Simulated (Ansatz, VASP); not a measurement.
# AlNi in VASP and in Ansatz

```
Al Ni
1.0
     2.89308    0.00000    0.00000
     0.00000    2.89308    0.00000
     0.00000    0.00000    2.89308
Al Ni
1 1
Direct
  0.00000 0.00000 0.00000
  0.50000 0.50000 0.50000
```

Alike in both runs: task relaxation of cell and atoms; functional PBE; dispersion D3(BJ); k mesh 14 × 14 × 14; occupations gaussian, width 0.1 eV; no spin polarisation.

|  | VASP | Ansatz |
| --- | --- | --- |
| version | VASP 6.6.1 | Ansatz 0.2.0 |
| potentials or method | VASP PAW PBE potentials, release 64 (Al, Ni) | scalar-relativistic, plane waves, PAW |
| plane-wave cutoff (eV) | 600 | 420 |
| valence electrons in the cell | 13 | 21 |

|  | VASP | Ansatz | Ansatz less VASP |
| --- | --- | --- | --- |
| gap on the k mesh at the Fermi level, each at its own relaxed structure (eV) | none | none | - |
| relaxed volume (Å³/atom) | 11.66 | 11.67 | +0.005 |
| relaxed cell length with the largest relative difference (Å) | 2.857 | 2.857 | +0.0004 |
| energy change over the relaxation (meV/atom) | -9 | -8 | +0.2 |

A gap of «none» marks a metal or a gap that the smearing closes. The two sets of potentials don't hold the same shells in valence.

Caveats: pairwise dispersion overbinds metals, which lowers pressure and volume. Spin polarisation is off, so any magnetic state and its effect on volume and gap are missing.
